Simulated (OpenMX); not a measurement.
The system is CdTe.

```
Te Cd
1.0
     0.00000    3.20500    3.20500
     3.20500    0.00000    3.20500
     3.20500    3.20500    0.00000
Te Cd
1 1
Direct
  0.75000 0.75000 0.75000
  0.00000 0.00000 0.00000
```

Base run:

| Quantity | Value |
| --- | --- |
| Program | OpenMX 3.8.5 |
| Functional | LDA |
| Potentials or basis | OpenMX 2013 LDA set, Te7.0-s3p2d2f1, Cd7.0-s3p2d2, grid cutoff 500 Ry |
| k mesh | 7 × 7 × 7 |
| Occupations | fermi-dirac, width 0.05 eV |
| Spin | no spin polarisation |

Its results: band gap on the k mesh 0.96 eV, direct; pressure 0.7 GPa.

Problem. The run is repeated on the same cell with these changes: functional from LDA to PBE; potentials or basis from OpenMX 2013 LDA set, Te7.0-s3p2d2f1, Cd7.0-s3p2d2, grid cutoff 500 Ry to OpenMX 2013 PBE set, Te7.0-s3p2d2, Cd7.0-s3p2d1, grid cutoff 500 Ry. What comes out?

Solution. Band gap on the k mesh 1.18 eV, direct; pressure 5.6 GPa.

Caveats: spin-orbit coupling is left out, which moves the levels of the heavy elements; the basis of atomic orbitals isn't converged, which shifts pressures, moduli and gaps.
